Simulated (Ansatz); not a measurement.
Level of theory: Ansatz 0.2.0, DFT PBE, scalar-relativistic, plane waves, PAW. All cells share a 420 eV cutoff and Γ-centred k meshes spaced at most about 0.3 Å⁻¹ (about 0.25 or finer for metals, 2π included). No spin polarisation in the final relaxations.

Temperature and zero-point effects are left out. All come from trial cells, and lower structures may exist.

Question: Which of these relaxed structures of Si is the lowest in energy?
A.

```cif
data_structure
_symmetry_space_group_name_H-M 'Fddd:1'
_symmetry_Int_Tables_number 70
_cell_length_a 3.6927
_cell_length_b 7.1882
_cell_length_c 11.1869
_cell_angle_alpha 90.000
_cell_angle_beta 90.000
_cell_angle_gamma 90.000
_cell_volume 296.94
loop_
_atom_site_label
_atom_site_type_symbol
_atom_site_symmetry_multiplicity
_atom_site_Wyckoff_symbol
_atom_site_fract_x
_atom_site_fract_y
_atom_site_fract_z
_atom_site_occupancy
Si1 Si 16 g 0.00000 0.00000 0.81579 1
```

B.

```cif
data_structure
_symmetry_space_group_name_H-M 'I4_1/amd:1'
_symmetry_Int_Tables_number 141
_cell_length_a 5.4572
_cell_length_b 5.4572
_cell_length_c 13.0142
_cell_angle_alpha 90.000
_cell_angle_beta 90.000
_cell_angle_gamma 90.000
_cell_volume 387.58
loop_
_atom_site_label
_atom_site_type_symbol
_atom_site_symmetry_multiplicity
_atom_site_Wyckoff_symbol
_atom_site_fract_x
_atom_site_fract_y
_atom_site_fract_z
_atom_site_occupancy
Si1 Si 16 h 0.00000 0.21579 0.21496 1
```

C.

```cif
data_structure
_symmetry_space_group_name_H-M 'P6_3/mmc'
_symmetry_Int_Tables_number 194
_cell_length_a 3.8619
_cell_length_b 3.8619
_cell_length_c 18.9895
_cell_angle_alpha 90.000
_cell_angle_beta 90.000
_cell_angle_gamma 120.000
_cell_volume 245.28
loop_
_atom_site_label
_atom_site_type_symbol
_atom_site_symmetry_multiplicity
_atom_site_Wyckoff_symbol
_atom_site_fract_x
_atom_site_fract_y
_atom_site_fract_z
_atom_site_occupancy
Si1 Si 4 e 0.00000 0.00000 0.81282 1
Si2 Si 4 f 0.33333 0.66667 0.97919 1
Si3 Si 4 f 0.33333 0.66667 0.64539 1
```

D.

```cif
data_structure
_symmetry_space_group_name_H-M 'Ccce:1'
_symmetry_Int_Tables_number 68
_cell_length_a 3.8543
_cell_length_b 6.7763
_cell_length_c 8.3613
_cell_angle_alpha 90.000
_cell_angle_beta 90.000
_cell_angle_gamma 90.000
_cell_volume 218.38
loop_
_atom_site_label
_atom_site_type_symbol
_atom_site_symmetry_multiplicity
_atom_site_Wyckoff_symbol
_atom_site_fract_x
_atom_site_fract_y
_atom_site_fract_z
_atom_site_occupancy
Si1 Si 8 h 0.25000 0.25000 0.33414 1
Si2 Si 4 b 0.00000 0.00000 0.50000 1
```

Answer: C. It has space group P6_3/mmc (No. 194); the next, B, with space group I4_1/amd (No. 141), lies 188 meV/atom higher. Counting all near atoms (those within 1.25 times the shortest such distance or 1.15 times the sum of covalent radii), the lowest and the next both have Si 4.

For metals, differences of a few meV/atom aren't resolved. With atoms moved at random, P6_3/mmc and I4_1/amd came back. Other cells relaxed within their symmetry can be saddle points. The part of the Crystallography Open Database at hand lists Si in space groups No. 64, 74, 164, 191, 194 and others; sharing a group (P6_3/mmc) doesn't make a cell the listed structure. Some types were kept out of the candidates beforehand, so the set may lack a known form.
